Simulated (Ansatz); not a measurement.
**GaN: the band gap up the ladder of functionals**

The task here is to estimate one member of a computed series from the others.

Program: Ansatz 0.2.0. PAW datasets, plane waves. Computed at 0 K without zero-point motion; spin polarisation is off.

### Starting point

The cell was relaxed beforehand with r2SCAN.

The symmetry is P6_3mc (No. 186, hexagonal); a = 3.183 Å, c = 5.184 Å in the conventional setting, 11.37 Å³ an atom. Around Ga lie 4 N at 1.95 Å; around N lie 4 Ga at 1.95 Å.

Coordinates:

```
CELL_PARAMETERS angstrom
3.18315 0.00000 0.00000
-1.59157 2.75669 0.00000
0.00000 0.00000 5.18363
ATOMIC_POSITIONS crystal
Ga 0.33333 0.66667 0.99911
Ga 0.66667 0.33333 0.49911
N 0.33333 0.66667 0.37589
N 0.66667 0.33333 0.87589
```

The first run:

input.yaml reads:

```yaml
crystal:
  lattice:
    - [3.1831494038, 0.0, 0.0]
    - [-1.5915747019, 2.7566882477, 0.0]
    - [0.0, 0.0, 5.1836255107]
  atoms:
    - { symbol: Ga, position: [0.3333333333, 0.6666666667, -0.0008868064] }
    - { symbol: Ga, position: [0.6666666667, 0.3333333333, 0.4991131936] }
    - { symbol: "N", position: [0.3333333333, 0.6666666667, 0.3758868064] }
    - { symbol: "N", position: [0.6666666667, 0.3333333333, 0.8758868064] }
kpoints:
  mp_grid: { grid: [12, 12, 6] }
  band_path:
    path:
      - [[0.0, 0.0, 0.0], [0.5, 6.637317568321e-17, -3.923220319664e-19], [0.3333333333333, 0.3333333333333, -7.846440639327e-19], [0.0, 0.0, 0.0], [7.428269403092e-51, 1.091957918323e-35, 0.5], [0.5, 6.626224462031e-17, 0.5], [0.3333333333333, 0.3333333333333, 0.5], [7.428269403092e-51, 1.091957918323e-35, 0.5]]
      - [[0.5, 6.626224462031e-17, 0.5], [0.5, 6.637317568321e-17, -3.923220319664e-19]]
      - [[0.3333333333333, 0.3333333333333, 0.5], [0.3333333333333, 0.3333333333333, -7.846440639327e-19]]
    npoints: 10
hamiltonian:
  xc: pbe
scf:
  occupations: { method: fermi_dirac, width: 0.02 }
  n_extra_bands: 5
output:
  forces: true
  stress: true
  eigenvalues: true
  write_density: true
  write_potential: true
  elf: true
  volumetric_format: npy
```

Command:

```bash
$ ansatz run input.yaml --threads 4 --pin off --max-ram 7372MiB --backend cpu --events-out ev --progress --plain --runs-dir out
```

Steps of the session up to this table: Band structure with PBE; Single point with r2SCAN; Single point with HSE06; Single point with PBE+SOC; PBE0; LDA; Quasiparticle levels, G0W0@PBE; DDH-PBE0 at the same geometry; HSE06+SOC; r2SCAN0 at the same geometry; Single point with LC-ωPBE.

One table of the session follows, with a row left open; its other results are not shown here.

| level | gap (eV) |
| --- | --- |
| PBE | 1.93 |
| r2SCAN | 2.35 |
| HSE06 | 3.20 |
| PBE+SOC | 1.93 |
| PBE0 | 3.89 |
| LDA | 1.94 |
| G0W0@PBE (135 empty bands) | 3.07 |
| G0W0@PBE (337 empty bands) | 3.06 |
| DDH-PBE0 | ? |
| HSE06+SOC | 3.19 |
| r2SCAN0 | 4.18 |
| LC-ωPBE | 8.50 |

Q: Estimate the row for DDH-PBE0 from the others.

The run gave: gap (eV): 3.26. In the column «gap (eV)» it lies between HSE06 (3.20) and PBE0 (3.89).

Meshes: PBE 12×12×6, r2SCAN 12×12×6, HSE06 6×6×4, PBE+SOC 12×12×6, PBE0 6×6×4, LDA 12×12×6, DDH-PBE0 6×6×4, HSE06+SOC 6×6×4, r2SCAN0 6×6×4, LC-ωPBE 6×6×4.

Limits of these values: G0W0 here is at a finite number of bands, screening cutoff and k mesh, not at the basis limit. Warnings in the runs' records: stress exchange threshold loose, stress scf threshold loose.
